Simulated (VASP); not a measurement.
# GaSb: self-consistent run

GaSb, F-43m (no. 216), 2 atoms in the cell. TPSS; PAW potentials Sb, Ga_d (PBE set).

## Input

INCAR:
```
SYSTEM = GaSb
PREC = Accurate
ENCUT = 520
EDIFF = 1E-7
ISMEAR = 0
SIGMA = 0.02
LREAL = .False.
LASPH = .True.
ALGO = Normal
NELM = 100
ISIF = 2
LWAVE = .False.
LCHARG = .False.
METAGGA = TPSS
LMIXTAU = .True.
GGA_COMPAT = .False.
```

KPOINTS:
```
k-points
0
Gamma
  6 6 6
```

POSCAR:
```
GaSb
1.0
    0.0000000000      3.0590000000      3.0590000000
    3.0590000000      0.0000000000      3.0590000000
    3.0590000000      3.0590000000      0.0000000000
Sb Ga
1 1
Direct
    0.7500000000      0.7500000000      0.7500000000
    0.0000000000      0.0000000000      0.0000000000
```

Commands:
```
cat potpaw_PBE.64/Sb/POTCAR potpaw_PBE.64/Ga_d/POTCAR > POTCAR
mpirun -np 1 vasp_std > vasp.out
```

## Result

- Pressure (GPa): 1.33
- Gap on the mesh (eV): 0.163
- Fermi level (eV): 4.930

Levels at the zone centre (eV from the valence top there):

| 1 | 2 | 3 |
|---|---|---|
| 0.000 | 0.000 | 0.163 |

VASP 6.6.1 took 70 s on 1 core (Intel Xeon 6975P-C (Granite Rapids)), a shared host.
